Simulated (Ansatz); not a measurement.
Steps from a short run of molecular dynamics on a 2×2×1 supercell (12 atoms) of ZrSe2 (P-3m1), relaxed with r2SCAN+rVV10; forces from r2SCAN in the PAW code Ansatz, 3×3×2 mesh, Fermi-Dirac smearing of 0.086 eV, constant energy and volume (NVE), started at 1000 K. Classical nuclei, no spin polarisation; a few dozen steps show the first response, not equilibrium.

Cell vectors in Å:
```
 7.5788  0.0000  0.0000
-3.7894  6.5634  0.0000
 0.0000  0.0000  6.1807
```

**Question.** At 8 fs positions (Å), velocities (Å/fs) and forces (eV/Å) are
```
Zr -0.0009  0.0260 -0.0068    0.0000  0.0032 -0.0008    0.2797 -0.2089  0.0468
Se  0.0461  2.1827  1.6088    0.0056 -0.0006  0.0049   -0.4129 -0.0117 -0.3442
Se  1.9112  1.0916  4.6128    0.0020 -0.0003  0.0001   -0.1240 -0.0523  0.0803
Zr -1.8843  3.2463 -0.0009    0.0012 -0.0044  0.0000   -0.3238  0.1787  0.2447
Se -1.8531  5.5110  1.5430    0.0051  0.0051 -0.0032   -0.3628 -0.3810  0.0710
Se -0.0018  4.3679  4.6229   -0.0003 -0.0010  0.0013   -0.1591 -0.0125 -0.1674
Zr  3.7968 -0.0070  0.0104    0.0009 -0.0008  0.0013   -0.2316  0.2625 -0.0292
Se  3.7460  2.1684  1.5814   -0.0053 -0.0024  0.0015    0.3750  0.2047 -0.2811
Se  5.6961  1.0747  4.6151    0.0015 -0.0023  0.0003   -0.0044  0.2237 -0.0331
Zr  1.8671  3.3294 -0.0153   -0.0033  0.0059 -0.0019    0.4169 -0.3456 -0.0259
Se  1.8620  5.4361  1.5737   -0.0040 -0.0041  0.0007    0.3087  0.2155  0.0087
Se  3.7634  4.3851  4.5795   -0.0032  0.0012 -0.0039    0.2382 -0.0732  0.4293
```
Where are the atoms one step (2 fs) later, and what forces do they feel?

**Answer.**
```
Zr -0.0009  0.0323 -0.0085    0.3523 -0.2569  0.0598
Se  0.0573  2.1814  1.6186   -0.5073 -0.0168 -0.4160
Se  1.9152  1.0909  4.6130   -0.1543 -0.0645  0.0846
Zr -1.8820  3.2376 -0.0009   -0.3911  0.2209  0.3007
Se -1.8430  5.5210  1.5367   -0.4623 -0.4744  0.1164
Se -0.0024  4.3659  4.6254   -0.2047 -0.0106 -0.2254
Zr  3.7984 -0.0085  0.0130   -0.2739  0.3286 -0.0480
Se  3.7355  2.1637  1.5844    0.4636  0.2513 -0.3307
Se  5.6991  1.0702  4.6157   -0.0089  0.2778 -0.0562
Zr  1.8605  3.3410 -0.0191    0.5206 -0.4381 -0.0292
Se  1.8541  5.4279  1.5750    0.3786  0.2711  0.0338
Se  3.7571  4.3875  4.5718    0.2874 -0.0884  0.5102
```
The temperature goes from 935.0 to 900.5 K.

**Question.** At 24 fs the positions in Å are
```
Zr   0.005   0.072  -0.019
Se   0.126   2.172   1.680
Se   1.940   1.085   4.615
Zr  -1.872   3.180   0.004
Se  -1.782   5.582   1.496
Se  -0.011   4.352   4.638
Zr   3.806  -0.014   0.030
Se   3.671   2.136   1.600
Se   5.720   1.043   4.619
Zr   1.823   3.415  -0.046
Se   1.806   5.376   1.586
Se   3.718   4.402   4.526
```
What are the forces, and how far does the free energy (smearing included) lie above that of step 0, with the atoms on their sites?

**Answer.** 55.2 meV an atom; forces in eV/Å:
```
Zr   0.788  -0.546   0.170
Se  -1.041  -0.051  -0.876
Se  -0.338  -0.114   0.073
Zr  -0.683   0.487   0.591
Se  -1.198  -1.075   0.552
Se  -0.540   0.050  -0.588
Zr  -0.337   0.711  -0.297
Se   0.986   0.529  -0.568
Se  -0.077   0.597  -0.202
Zr   1.145  -1.081  -0.016
Se   0.757   0.652   0.244
Se   0.537  -0.158   0.917
```

**Question.** At 32 fs the positions in Å are
```
Zr   0.015   0.091  -0.024
Se   0.155   2.166   1.706
Se   1.951   1.081   4.618
Zr  -1.872   3.152   0.011
Se  -1.758   5.606   1.478
Se  -0.021   4.345   4.640
Zr   3.808  -0.011   0.037
Se   3.643   2.125   1.603
Se   5.731   1.034   4.619
Zr   1.811   3.448  -0.062
Se   1.786   5.353   1.594
Se   3.701   4.409   4.509
```
What are the forces, and how far does the free energy (smearing included) lie above that of step 0, with the atoms on their sites?

**Answer.** 80.5 meV an atom; forces in eV/Å:
```
Zr   0.912  -0.668   0.241
Se  -1.239  -0.054  -1.081
Se  -0.406  -0.105   0.028
Zr  -0.704   0.616   0.662
Se  -1.554  -1.336   0.812
Se  -0.675   0.096  -0.686
Zr  -0.213   0.790  -0.472
Se   1.185   0.648  -0.612
Se  -0.133   0.709  -0.242
Zr   1.334  -1.343   0.011
Se   0.867   0.822   0.315
Se   0.626  -0.173   1.025
```
